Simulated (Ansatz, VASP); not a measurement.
**Two plane-wave programs on Cd**

```
CELL_PARAMETERS angstrom
-1.80078 1.80078 1.80078
1.80078 -1.80078 1.80078
1.80078 1.80078 -1.80078
ATOMIC_POSITIONS crystal
Cd 0.00000 0.00000 0.00000
```

Alike in both runs: functional PBE; k mesh 22 × 22 × 22; occupations gaussian, width 0.1 eV; no spin polarisation.

Ansatz relaxed the structure, and its values are those at the end. VASP's run is a single point on that final structure, the one shown.

|  | VASP | Ansatz |
| --- | --- | --- |
| version | VASP 6.6.1 | Ansatz 0.2.0 |
| potentials or method | VASP PAW PBE potentials, release 64 (Cd) | scalar-relativistic, plane waves, PAW |
| plane-wave cutoff (eV) | 520 | 420 |
| valence electrons in the cell | 12 | 20 |

```tsv
	VASP	Ansatz	Ansatz less VASP
gap on the k mesh at the Fermi level (eV)	none	none	-
pressure (GPa)	0.2	0.0	-0.21
```

A gap of «none» marks a metal or a gap that the smearing closes. The two sets of potentials don't hold the same shells in valence.
